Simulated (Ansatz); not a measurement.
MgS built on the zincblende prototype, relaxed with r2SCAN in the PAW code Ansatz: it is cubic, F-43m (No. 216); conventional cell a = 5.662 Å, 22.69 Å³ an atom. Around Mg lie 4 S at 2.45 Å; around S lie 4 Mg at 2.45 Å. It was then strained (epitaxial in the xy plane), atoms relaxed again within the symmetry left. Unstrained, HSE06 gives 4.528 eV (Γ, 6×6×6 mesh), and the band edges keep their places in every row. The normal direction was relaxed to zero stress. Only one sign of strain is shown, since it lowers the symmetry, and equivalent edge states can then move with another slope on the other side. Stress is positive in compression. The calculation is spin-unpolarised, and the structure need not be a phase that has been made.

Axes as in this cell:
```yaml
crystal:
  lattice:
    - [0.00000, 2.83088, 2.83088]
    - [2.83088, 0.00000, 2.83088]
    - [2.83088, 2.83088, 0.00000]
  atoms:
    - { symbol: Mg, position: [0.00000, 0.00000, 0.00000] }
    - { symbol: S, position: [0.25000, 0.25000, 0.25000] }
```

| strain (%) | ε | ΔE_g, HSE06 (eV) | Δσ_xx, r2SCAN (GPa) |
| --- | --- | --- | --- |
| +1.0 | +0.0100 | -0.074 | -0.52 |
| +2.0 | +0.0200 | -0.145 | -0.99 |
| +4.0 | +0.0400 | -0.276 | -1.76 |

Task: Fit ΔE_g = a x + b x² to these rows by least squares, with x = ε.

Result: The normal equations take Σx² = 2.100e-03, Σx³ = 7.300e-05, Σx⁴ = 2.730e-06, ΣxΔE = -1.468e-02 and Σx²ΔE = -5.070e-04, and give a = -7.59 eV, b = +17.2 eV; the largest residual is 0.000 eV.

Task: Fit the change of σ_xx in the same way.

Result: Δσ_xx = -54.9 x + (272) x² GPa. The slope, 55 GPa, is the biaxial modulus of the film.

Task: Predict the withheld row at +2.87 % (x = +0.0287).

Result: ΔE_g ≈ -7.59 × (+0.0287) + (17.2) × (+0.0287)² = -0.204 eV, and Δσ_xx ≈ -1.35 GPa. The runs give -0.204 eV and -1.35 GPa, off by 0.000 eV and 0.00 GPa.
